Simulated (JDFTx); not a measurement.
## Al: equation of state with PBE

**What was measured.**

From “The interpretation of polycrystalline coherent inelastic neutron scattering from aluminium”, 2013, pmc:3831299, for a bulk crystal of Al: bulk modulus 76.9 GPa.

The system is Al.

```xyz
1
Lattice="0.0000 2.0248 2.0248 2.0248 0.0000 2.0248 2.0248 2.0248 0.0000" Properties=species:S:1:pos:R:3 pbc="T T T"
Al    0.0000    0.0000    0.0000
```

```yaml
Program: JDFTx 1.7.0 (patched build)
Task: equation of state
Functional: PBE
Potentials_or_basis: PseudoDojo-SR-PBE-0.5-standard
Cutoff: 544 eV
Density_cutoff: 2177 eV
k_mesh: 11 × 11 × 11
Occupations: fermi-dirac, width 0.05 eV
Spin: no spin polarisation
Bands: 6
Density_cutoff_over_wavefunction_cutoff: 4
Max_SCF_steps: 100
SCF_threshold_on_the_energy: 1e-08 Ha
Solver_of_the_electrons: scf
```

| Quantity | Value |
| --- | --- |
| Equilibrium volume | 16.47 Å³/atom |
| Bulk modulus | 80 GPa |
| Pressure derivative of the bulk modulus | 4.5 |

Energy against volume, from the lowest point:
| volume (Å³/atom) | energy (meV/atom) |
| --- | --- |
| 15.607 | 11.99 |
| 15.939 | 4.17 |
| 16.271 | 0.30 |
| 16.603 | 0.00 |
| 16.935 | 2.88 |
| 17.267 | 8.62 |
| 17.599 | 16.90 |

Measured bulk modulus of Al: 76.9 GPa (quoted in “The interpretation of polycrystalline coherent inelastic neutron scattering from aluminium”, 2013, pmc:3831299). This calculation gives 80 GPa (+3.6 %). The fit is for a static lattice scaled at fixed shape and fixed fractional positions. The cell as given is a measured one (16.60 Å³/atom); PBE puts the equilibrium volume -0.8 % from it, thermal expansion not counted.
